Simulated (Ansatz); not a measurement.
**MgTe (F-43m), phonons: input and output**

The sound run that this one varies used r²SCAN, PAW on Ansatz 0.2.0's default frozen-core files (fitted under PBE), scalar-relativistic.

This run repeats it with other settings: hamiltonian.xc = lda (was r2scan); basis.ecutwfc = 18.4 Ry (was left out); scf.occupations.method = cold (was fixed); scf.occupations.width = 0.2 (was left out). These settings are too loose or unsuited, so the results are not properties of the crystal.

The structure is one entry of a database and needn't be the stable phase.

Command line:

```sh
ansatz run input.yaml --threads 2 --pin off --max-ram 5120MiB --backend cpu --events-out ev --progress --plain --runs-dir out
```

Input:

```yaml
crystal:
  lattice:
    - [0.0, 3.2319988239, 3.2319988239]
    - [3.2319988239, 0.0, 3.2319988239]
    - [3.2319988239, 3.2319988239, 0.0]
  atoms:
    - { symbol: Mg, position: [0.0, 0.0, 0.0] }
    - { symbol: Te, position: [0.25, 0.25, 0.25] }
kpoints:
  mp_grid: { grid: [6, 6, 6] }
scf:
  occupations: { method: cold, width: 0.2 }
hamiltonian:
  xc: lda
  pseudopotentials: { kind: paw }
phonons:
  qmesh: [2, 2, 2]
  qpath:
    path:
      - [0.0, 0.0, 0.0]
      - [-0.5, -0.5, 0.0]
      - [-0.375, -0.375, 0.25]
      - [-0.375, 0.0, 0.375]
      - [0.0, 0.0, 0.0]
      - [0.0, 0.0, 0.5]
      - [-0.5, -0.25, 0.25]
      - [-0.5, -0.5, 0.0]
    npoints: 6
  temperatures: { t_min: 0, t_max: 1000, t_step: 100 }
  amplitude: 0.002
basis:
  ecutwfc: "18.4 Ry"
```

Output (shortened where marked):

```
Warning: basis.ecutwfc = 250.34475346308957 eV is below the records' recommended 420 eV, and the density's cutoff is lower with it unless basis.ecutrho_ratio is high enough to keep the records' density cutoff: compare with a run at a higher cutoff
Warning: phonons: the dynamical matrix that this run interpolates holds no multipole term above the dipole-dipole one, and a site of this crystal is no centre of inversion, so its interpolated transverse optical and acoustic branches and sound speeds can stay off near Gamma, and the density of states and the thermodynamics with them. What a run solves at a wave vector of phonons.qpoints, Gamma apart, where the deck ...
Warning: RAYON_NUM_THREADS=2 ignored (pool sized by the plan → 2); use --threads N
Engine: ansatz 0.2.0, x86_64-unknown-linux-gnu
Pseudopotentials: kind: paw
Pseudopotential: Mg, paw, valence charge 10, recommended cutoff 420 eV (normal), Mg.paw.azcp
Pseudopotential: Te, paw, valence charge 16, recommended cutoff 420 eV (normal), Te.paw.azcp
Functional definition: SPW92
  exchange = slater_x
  correlation = pw_c
Crystal: 4 atoms, lattice volume = 135.043 Å³
[... 180 lines left out ...]
        277.49      1             4.2321
  optical modes at Γ + LO–TO along q̂ = [0.0000, 0.0000, 1.0000]:
      ω (cm⁻¹)  modes    IR ((D/Å)²/amu)
        230.97      2             8.4642
        277.49      1             4.2321
--- Phonons (by wavevector): 3 wavevectors in 2 supercells ---
  supercell 1 (2 cells, vectors [1, 0, 0], [0, 1, -1], [0, 0, 2] in multiples of the cell's): 2 displaced members by 0.002 Å; free energy -17458.963904 eV; taken off its force constants: by the sum rule 5.2e-3, by the ...
  symmetry images taken by strict's conditions (phonons.symmetry_images: auto; settled by no image being taken that strict refuses)
  supercell 2 (2 cells, vectors [1, 0, 0], [0, 1, 0], [0, 0, 2] in multiples of the cell's): 4 displaced members by 0.002 Å; free energy -17458.963879 eV; taken off its force constants: by the sum rule 2.4e-4, by the ...
  symmetry images taken by strict's conditions (phonons.symmetry_images: auto; settled by no image being taken that strict refuses); asymmetry of the core-correction force 7.7e-7 eV/Å at the most on a site, 1.7e-6 eV/Å summed ...
  q = [0.0000, 0.0000, 0.0000] (star 1, supercell 1; hermiticity 4.12e-17, symmetrization 1.00e-6): -0.00 -0.00 0.00 230.97 230.97 230.97
  q = [0.0000, 0.0000, -0.5000] (star 4, supercell 2; hermiticity 5.48e-17, symmetrization 4.22e-16): 40.79 40.79 111.63 225.95 225.95 261.64
  q = [0.0000, -0.5000, -0.5000] (star 3, supercell 1; hermiticity 9.10e-17, symmetrization 4.12e-16): 57.14 57.14 113.63 217.18 217.18 275.28
  joined force constants: q→R imaginary residual 1.53e-17
  density of states and harmonic sums: on the 18×18×18 q-mesh, interpolated from the force constants of a 2×2×2 supercell (with the dipole–dipole term)
  largest difference from the sums on the solved wave vectors: F 7.77e-2 eV, S 1.10e-4 and C_V 3.22e-5 eV/K
```

The run converged.

**Changed settings**

A Kohn-Sham response run of a crystal whose listed input keys are changed from those of a sound run with the other settings (a changed key overrides); changes are against the sound run.

| Item | Value |
| --- | --- |
| Ending | converged |
| Highest phonon change | -3.22 % |
| Largest phonon shift | -9.9 cm⁻¹ |

Keep in mind: basis or tolerance not converged; frozen-core PAW files fitted under PBE, their cores solved anew for the functional of the run; settings unsound, results are not properties of the crystal; this zinc-blende form is metastable at ambient conditions.

Cost: 50 s on 2 threads of Intel(R) Xeon(R) 6975P-C (Granite Rapids) (shared host), peak memory 0.56 GiB.
